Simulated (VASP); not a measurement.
Here is a VASP 6.6.1 calculation.

INCAR

```
SYSTEM = Pb
ALGO = Fast
EDIFF = 1E-7
EDIFFG = -0.01
ENCUT = 600
GGA = PS
IBRION = 2
ISIF = 3
ISMEAR = -1
LASPH = .True.
LCHARG = .False.
LREAL = .False.
LWAVE = .False.
NELM = 100
NSW = 40
PREC = Accurate
PSTRESS = 50
SIGMA = 0.05
```

File KPOINTS:

```
k-points
0
Gamma
  9 9 5
  0 0 0
```

The input POSCAR:

```
Pb
1.0
    3.4800000000      0.0000000000      0.0000000000
   -1.7400000000      3.0137684052      0.0000000000
    0.0000000000      0.0000000000      5.5900000000
Pb
2
Direct
    0.6666666667      0.3333333333      0.7500000000
    0.3333333333      0.6666666667      0.2500000000
```

Potentials or basis: VASP PAW PBE potentials, release 64 (Pb_d).

Run with:

```bash
$ cat potpaw_PBE.64/Pb_d/POTCAR > POTCAR
$ mpirun -np 1 vasp_std > vasp.out
```

Estimate the relaxed cell.

a = 3.340 Å, b = 3.340 Å, c = 5.678 Å, α = 90.00°, β = 90.00°, γ = 120.00°.

Predict the band gap on the k mesh.

none (metal or under the smearing width).

Predict the relaxed volume.

27.43 Å³/atom.

Final structure:
```
CELL_PARAMETERS angstrom
3.34018 0.00000 0.00000
-1.67009 2.89268 0.00000
0.00000 0.00000 5.67798
ATOMIC_POSITIONS crystal
Pb 0.66667 0.33333 0.75000
Pb 0.33333 0.66667 0.25000
```

Caveat: the cell is relaxed towards a set pressure, so the enthalpy falls and the energy may rise; the PAW data sets were made with another functional, which shifts forces and pressure a little. Spin-orbit coupling is left out, which matters for the levels of Pb.
